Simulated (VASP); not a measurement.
# WSe2 in VASP: further runs, part 2 of 2

VASP 6.6.1. Earlier steps stand in the parts before.

## Step 3: Relaxation of cell and atoms, PBE+D3(BJ)

This run uses another cell than the first one, of 31.73 Å³/atom, 0.996 times its volume.

File INCAR:

```
  PREC = Accurate
  ENCUT = 600
  EDIFF = 1E-7
  ISMEAR = 0
  SIGMA = 0.03
  LREAL = False
  LASPH = True
  NELM = 80
  ALGO = Normal
  ISIF = 3
  LWAVE = False
  LCHARG = False
  GGA = PE
  IVDW = 12
  IBRION = 2
  NSW = 90
  EDIFFG = -0.005
  LATTICE_CONSTRAINTS = .TRUE. .TRUE. .FALSE.
  KPAR = 8
```

File KPOINTS:

```
regular mesh
0
Gamma
  12 12 1
```

File POSCAR:

```
WSe2                                    
1.0
    3.2827114328     -0.0000000000      0.0000000000
   -1.6413557164      2.8429114957      0.0000000000
    0.0000000000      0.0000000000     40.8012600000
  Se              W             
     8     4
Direct
     0.3333333300000021    0.6666666699999979    0.2234885271641524
     0.3333333300000021    0.6666666699999979    0.3061742926863502
     0.6666666699999979    0.3333333300000021    0.3801736008893685
     0.6666666699999979    0.3333333300000021    0.4628049602903188
     0.3333333300000021    0.6666666699999979    0.5371950397096809
     0.3333333300000021    0.6666666699999979    0.6198263991106314
     0.6666666699999979    0.3333333300000021    0.6938257073136495
     0.6666666699999979    0.3333333300000021    0.7765114728358478
     0.6666666699999979    0.3333333300000021    0.2648400963400822
     0.3333333300000021    0.6666666699999979    0.4214882142355205
     0.6666666699999979    0.3333333300000021    0.5785117857644794
     0.3333333300000021    0.6666666699999979    0.7351599036599180
```

Potentials or basis: VASP PAW PBE potentials, release 64 (Se, W_sv).

Run with:

```console
$ cat potpaw_PBE.64/Se/POTCAR potpaw_PBE.64/W_sv/POTCAR > POTCAR
$ mpirun -np 8 vasp_std > vasp.out
```

OUTCAR:

```text
PREC = Accurate
   ENCUT = 600
   EDIFF = 1E-7
   ISMEAR = 0
   LREAL = False
   LASPH = True
   NELM = 80
   ISIF = 3
   GGA = PE
   IVDW = 12
   IBRION = 2
   NSW = 90
   EDIFFG = -0.005
 IVDW          = 12

 ion  position               nearest neighbor table
   1  0.333  0.667  0.223-   9 2.54   9 2.54   9 2.54
   2  0.333  0.667  0.306-   9 2.54   9 2.54   9 2.54
   3  0.667  0.333  0.380-  10 2.54  10 2.54  10 2.54
   4  0.667  0.333  0.463-  10 2.54  10 2.54  10 2.54
   5  0.333  0.667  0.537-  11 2.54  11 2.54  11 2.54
[... 1525 lines left out ...]

 VOLUME and BASIS-vectors are now :
 -----------------------------------------------------------------------------
  energy-cutoff  :      600.00
  volume of cell :      380.78
      direct lattice vectors                 reciprocal lattice vectors
     3.282735305  0.000000000  0.000000000     0.304624012  0.175874755  0.000000000
    -1.641367653  2.842932170  0.000000000     0.000000000  0.351749511  0.000000000
     0.000000000  0.000000000 40.801260000     0.000000000  0.000000000  0.024509047

 POSITION                                       TOTAL-FORCE (eV/Angst)
 -----------------------------------------------------------------------------------
     -0.00000      1.89529      9.11835        -0.000000      0.000000     -0.002943
     -0.00000      1.89529     12.49232         0.000000      0.000000     -0.002116
      1.64137      0.94764     15.51181         0.000000      0.000000      0.004189
      1.64137      0.94764     18.88318         0.000000     -0.000000      0.003516
     -0.00000      1.89529     21.91808        -0.000000      0.000000     -0.003516
     -0.00000      1.89529     25.28945        -0.000000      0.000000     -0.004189
      1.64137      0.94764     28.30894        -0.000000      0.000000      0.002116
      1.64137      0.94764     31.68291         0.000000      0.000000      0.002943
      1.64137      0.94764     10.80568        -0.000000      0.000000     -0.002219
     -0.00000      1.89529     17.19745         0.000000     -0.000000      0.003892
      1.64137      0.94764     23.60381        -0.000000      0.000000     -0.003892
     -0.00000      1.89529     29.99558         0.000000     -0.000000      0.002219
 -----------------------------------------------------------------------------------
    total drift:                               -0.000000      0.000000     -0.000000

  FREE ENERGIE OF THE ION-ELECTRON SYSTEM (eV)
  ---------------------------------------------------
  free  energy   TOTEN  =       -91.5077721023 eV

  energy  without entropy=      -91.5077721023  energy(sigma->0) =      -91.50777210

 reached required accuracy - stopping structural energy minimisation
```

OSZICAR:

```text
N       E                     dE             d eps       ncg     rms          rms(c)
DAV:   1     0.113723714740E+04    0.11372E+04   -0.58435E+04  2700   0.169E+03
DAV:   2     0.292158567976E+00   -0.11369E+04   -0.11095E+04  2822   0.416E+02
DAV:   3    -0.859599503899E+02   -0.86252E+02   -0.84826E+02  2818   0.105E+02
DAV:   4    -0.899818596285E+02   -0.40219E+01   -0.40021E+01  3128   0.216E+01
[... 26 lines left out ...]
DAV:   1    -0.862438230232E+02   -0.16720E-03   -0.57728E-04  2520   0.183E-01    0.119E-02
DAV:   2    -0.862438301271E+02   -0.71039E-05   -0.86220E-05  2548   0.410E-02    0.523E-03
DAV:   3    -0.862438298498E+02    0.27739E-06   -0.24586E-06  2760   0.897E-03    0.277E-03
DAV:   4    -0.862438297215E+02    0.12823E-06   -0.48557E-07  2360   0.278E-03    0.129E-03
DAV:   5    -0.862438296305E+02    0.90984E-07   -0.13557E-07  1720   0.187E-03
   2 F= -.91507772E+02 E0= -.91507772E+02  d E =-.737384E-05
```

Run time: 2.7 min. Hardware: 8 MPI ranks of AMD EPYC 9R45 (Zen 5), shared host; peak memory 0.87 GiB.

What came out:

* Free energy: -91.5078 eV
* Energy gained by relaxing: 0.0 meV/atom
* Ionic steps: 2
* Largest force after relaxing: 0.004 eV/Å
* Band gap on the k mesh: 1.02 eV, indirect (least direct gap 1.58 eV)
* Dispersion energy per atom: -0.439 eV

Forces in eV/Å, atoms in the order of the input:
```
Se   0.000  0.000 -0.003
Se   0.000  0.000 -0.002
Se   0.000  0.000  0.004
Se   0.000  0.000  0.004
Se   0.000  0.000 -0.004
Se   0.000  0.000 -0.004
Se   0.000  0.000  0.002
Se   0.000  0.000  0.003
W    0.000  0.000 -0.002
W    0.000  0.000  0.004
W    0.000  0.000 -0.004
W    0.000  0.000  0.002
```

Final structure:
```
Se W
1.0
     3.28274    0.00000    0.00000
    -1.64137    2.84293    0.00000
     0.00000    0.00000   40.80126
Se W
8 4
Direct
  0.33333 0.66667 0.22348
  0.33333 0.66667 0.30617
  0.66667 0.33333 0.38018
  0.66667 0.33333 0.46281
  0.33333 0.66667 0.53719
  0.33333 0.66667 0.61982
  0.66667 0.33333 0.69383
  0.66667 0.33333 0.77652
  0.66667 0.33333 0.26484
  0.33333 0.66667 0.42149
  0.66667 0.33333 0.57851
  0.33333 0.66667 0.73516
```

Caveat: spin-orbit coupling is left out, which moves the levels of the heavy elements.
